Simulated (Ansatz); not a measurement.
Write a Python script for Ansatz 0.2.0, Python API that makes a Berry-phase polarisation of SnO2, space group I4_1/amd. Settings (first run): PBE, PAW, cutoff 463 eV, 6×6×6 k-points, fixed occupations.

```xyz
6
Lattice="-2.0001 2.0001 5.1237 2.0001 -2.0001 5.1237 2.0001 2.0001 -5.1237" Properties=species:S:1:pos:R:3 pbc="T T T"
Sn    0.0000    2.0001    2.5618
Sn    0.0000    0.0000    0.0000
O     0.0000    0.0000    8.1623
O     0.0000    2.0001    4.6469
O     0.0000    0.0000    2.0851
O     0.0000    2.0001    0.4767
```

Script `berry_sno2.py`:
```python
"""Berry-phase polarisation of SnO2, and a Born charge from a small shift."""

import argparse
import warnings

import ansatz as az
import numpy as np

parser = argparse.ArgumentParser(description="Berry-phase polarisation of SnO2, and a Born charge from a small shift.")
parser.add_argument("--tolerance", type=float, required=True, help="SCF tolerance (eV)")
parser.add_argument("--xc", required=True, help="exchange-correlation functional")
parser.add_argument("--filling", default="fixed", help="how the bands are filled")
args = parser.parse_args()

warnings.simplefilter("ignore", az.DeckWarning)

lattice = az.Lattice.of(
    [-2.000069, 2.000069, 5.123679],
    [2.000069, -2.000069, 5.123679],
    [2.000069, 2.000069, -5.123679],
)
sites = [
    ("Sn", [0.75, 0.25, 0.5]),
    ("Sn", [0.0, 0.0, 0.0]),
    ("O", [0.796523, 0.796523, 0.0]),
    ("O", [0.953477, 0.453477, 0.5]),
    ("O", [0.203477, 0.203477, 0.0]),
    ("O", [0.546523, 0.046523, 0.5]),
]
cell = az.Crystal(lattice=lattice)
for symbol, position in sites:
    cell = cell.atom(symbol, position)

def polarisation(structure):
    return (
        structure.calculation()
        .scf(tolerance=args.tolerance)
        .functional(args.xc)
        .kpoints(6)
        .basis(17 * az.Ha)
        .occupations(args.filling)
        .polarization()
        .run()
        .polarization()
    )


vectors = np.array(cell.lattice.vectors)
shifted = cell.move(5, to=np.array(cell.sites[5].position) + 0.02 * np.linalg.inv(vectors)[1])
before, after = polarisation(cell), polarisation(shifted)
for label, p in (("as typed", before), ("shifted", after)):
    print(label, "reduced polarisation:", [round(axis.reduced, 4) for axis in p.axes], "modulo", p.modulus)
# take the change on the nearest branch, then turn it into a dipole per cell
change = np.array([b.reduced - a.reduced for a, b in zip(before.axes, after.axes)])
change -= before.modulus * np.round(change / before.modulus)
dipole = change @ vectors
print("dipole change (e A):", np.round(dipole, 4) + 0.0)
print("column of the Born charge of", cell.sites[5].symbol, "for a shift along y:", np.round(dipole / 0.02, 2) + 0.0)
```

```console
$ python berry_sno2.py --tolerance 1e-10 --xc PBE
as typed reduced polarisation: [26.0, 12.0, 12.0] modulo 2
shifted reduced polarisation: [25.9849, 12.0, 13.9848] modulo 2
dipole change (e A): [ 0.     -0.0606  0.0002]
column of the Born charge of O for a shift along y: [ 0.   -3.03  0.01]
```

Notes:
- This cell is a computed structure, which may not be the phase found in nature.
- Polarisation is defined up to a quantum, so only the change along a continuous path has meaning.
- Hardware and time: 60 s on 1 thread of Arm Neoverse V2, on a shared host, peak memory 0.57 GiB.
